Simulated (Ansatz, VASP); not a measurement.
## One calculation of Ga, two programs

The input POSCAR:

```
Ga
1.0
   -1.3751071731      1.3751071731      2.2957117997
    1.3751071731     -1.3751071731      2.2957117997
    1.3751071731      1.3751071731     -2.2957117997
Ga
1
Direct
    0.0000000000      0.0000000000      0.0000000000
```

Contents of INCAR.step1:

```
PREC = Accurate
ENCUT = 520
ISMEAR = -1
SIGMA = 0.05
LREAL = F
LASPH = T
NELM = 100
NBANDS = 12
GGA = PE
ALGO = Normal
EDIFF = 1E-4
LWAVE = T
LCHARG = F
```

INCAR.step2

```
PREC = Accurate
ENCUT = 520
EDIFF = 1E-7
ISMEAR = -1
SIGMA = 0.05
LREAL = F
LASPH = T
NELM = 100
ALGO = Normal
ISIF = 2
LWAVE = F
LCHARG = F
METAGGA = R2SCAN
LMIXTAU = T
NBANDS = 12
ISTART = 1
```

Contents of KPOINTS:

```
Automatic mesh
0
Gamma
  13 13 13
```

The input input.yaml:

```yaml
crystal:
  lattice:
    - [-1.3751071731, 1.3751071731, 2.2957117997]
    - [1.3751071731, -1.3751071731, 2.2957117997]
    - [1.3751071731, 1.3751071731, -2.2957117997]
  atoms:
    - { symbol: Ga, position: [0.0, 0.0, 0.0] }
hamiltonian:
  xc: r2scan
  pseudopotentials: { kind: paw }
kpoints:
  mp_grid: { grid: [13, 13, 13] }
scf:
  occupations: { method: fermi_dirac, width: 0.05 }
output:
  forces: true
  stress: true
  eigenvalues: true
```

This isn't the form of Ga at room conditions, which is orthorhombic.

Alike in both runs: task single point; functional r2SCAN; k mesh 13 × 13 × 13; occupations fermi-dirac, width 0.05 eV; no spin polarisation.

```csv
,VASP,Ansatz
version,VASP 6.6.1,Ansatz 0.2.0
potentials or method,"VASP PAW PBE potentials, release 64 (Ga_d)",Ansatz PAW
plane-wave cutoff (eV),520,500
valence electrons in the cell,13,13
```

Ansatz gave:

| Property | Result |
| --- | --- |
| gap on the k mesh at the Fermi level (eV) | none |
| pressure (GPa) | 1.5 |
| largest component of the traceless stress (GPa) | 0.14 |

Q: Which values does VASP return?

A: gap on the k mesh at the Fermi level (eV): none; pressure (GPa): 1.6; largest component of the traceless stress (GPa): 0.15.

A gap of «none» marks a metal or a gap that the smearing closes. The functional is the same, so the differences come from potentials, cutoffs and numerics.

Caveats: the PAW data sets were made with another functional, which shifts forces and pressure a little (VASP); the PAW data sets come from PBE, with cores solved anew for the run's functional, which leaves a small shift of forces and pressure (Ansatz).
